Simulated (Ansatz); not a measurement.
MgO in the wurtzite structure, relaxed with r2SCAN: the symmetry is P6_3mc (No. 186, hexagonal); a = 3.288 Å, c = 5.034 Å in the conventional setting, 11.79 Å³ an atom. Mg is surrounded by 4 O at 1.97–1.99 Å; O is surrounded by 4 Mg at 1.97–1.99 Å. One-shot G0W0@PBE in the PAW code Ansatz on a 6×6×4 mesh (contour deformation, no spin-orbit coupling), from a PBE gap of 3.556 eV over the mesh points (the G0W0 gap is direct on the mesh); the number N of bands summed and the screening cutoff rise together. Simulation only: spin-unpolarised, and no claim that this is the phase found in nature.

```csv
N,cutoff (eV),1000/N,G0W0 gap (eV)
92,80,10.870,5.405
193,140,5.181,5.639
```

Lay a straight line in 1000/N through these rows.
The slope is -0.0411 eV per unit of 1000/N and the intercept 5.852 eV.

Predict the gap at N = 341 (210 eV).
5.852 + (-0.0411) × 2.933 = 5.731 eV; the run gives 5.785 eV, +0.054 eV from the line.

With that run's result added, what limit do the last two rows suggest?
Their slope is (5.785 − 5.639)/(2.933 − 5.181) = -0.0649, which meets 1/N = 0 at 5.98 eV, against 5.852 eV from the first line. The slope steepens, so 1/N isn't yet asymptotic and the true limit probably lies higher still; the k mesh isn't extrapolated.
